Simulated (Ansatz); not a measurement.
Runs of Ansatz 0.2.0 on WS2. The structure is trigonal, space group R3m (No. 160). Conventional cell: a = 3.158 Å, b = 3.158 Å, c = 18.490 Å, α = 90.00°, β = 90.00°, γ = 120.00°. W (site symmetry 3m) has 6 S at 2.39 to 2.42 Å as nearest neighbours. S (site symmetry 3m) is surrounded by 3 W at 2.39 Å. Around S (site symmetry 3m) lie 3 W at 2.42 Å. Measurements of this composition are mostly on another form, of space group No. 194.

```tsv
level	spin	U	cutoff (eV)	hubbard projectors	double counting	gap on the mesh (eV)	pressure (GPa)	moment (μB)	largest force (eV/Å)
r2SCAN+U	collinear, random start	W d U = 2 eV	500	ortho-atomic (the default)	fll (the default)	(b)	2.7	0.00	0.62
PBEsol+U	off	W d U = 6 eV	420	ortho-atomic (the default)	fll (the default)	1.35	-0.1	-	0.61
PBEsol	collinear, ferromagnetic start	-	420	-	-	1.09	-0.6	0.00	0.60
r2SCAN	collinear, ferromagnetic start	-	500	-	-	1.25	(a)	0.00	0.62
```

Alike in all rows: task single point; potentials or basis Ansatz PAW; cell as given; k mesh 7 × 7 × 7; smearing gaussian 0.05 eV.

Task: Fill in the values left out.

Result: (a) 2.6; (b) 1.31.

Caveats: odd divisions of the mesh miss points on the zone boundary, where band edges often lie, so the gap on the mesh can be too wide; spin-orbit coupling is left out, which moves the levels of the heavy elements; the PAW data sets come from PBE, with cores solved anew for the run's functional, which leaves a small shift of forces and pressure; the magnetic or orbital state may not be the lowest (some runs).

A k mesh can miss the band edges, and the runs leave out spin-orbit coupling on W.

Not every run made on this cell is shown here.
